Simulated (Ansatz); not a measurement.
**B in Ansatz: the effect of functional**

Crystal: B.

```xyz
1
Lattice="1.8852 0.0000 0.0000 0.0000 1.8852 0.0000 0.0000 0.0000 1.8852" Properties=species:S:1:pos:R:3 pbc="T T T"
B     0.9426    0.9426    0.9426
```

The cell was built by a generator and needn't be a form met in nature.

Alike in all runs:

```yaml
Program: Ansatz 0.2.0
Task: band structure
Potentials_or_basis: Ansatz PAW
k_mesh: 14 × 14 × 14
Occupations: fermi-dirac, width 0.05 eV
Spin: no spin polarisation
```

**Question.** One run gave: pressure -7.4 GPa. Which functional did it use?
A. PBE
B. BLYP
C. LDA
D. PBEsol
E. revPBE

**Answer.** C.

```tsv
functional	cutoff	pressure (GPa)
LDA	420 eV (not typed: the program's choice for these potentials)	-7.4
PBE	420 eV (not typed: the program's choice for these potentials)	0.3
PBEsol	420 eV (not typed: the program's choice for these potentials)	-2.6
RPBE	420 eV (not typed: the program's choice for these potentials)	4.0
revPBE	420 eV (not typed: the program's choice for these potentials)	3.3
BLYP	420 eV (not typed: the program's choice for these potentials)	8.0
r2SCAN	500 eV (not typed: the program's choice for these potentials)	0.5
```

Caveats: the PAW data sets come from PBE, with cores solved anew for the run's functional, which leaves a small shift of forces and pressure (some runs).
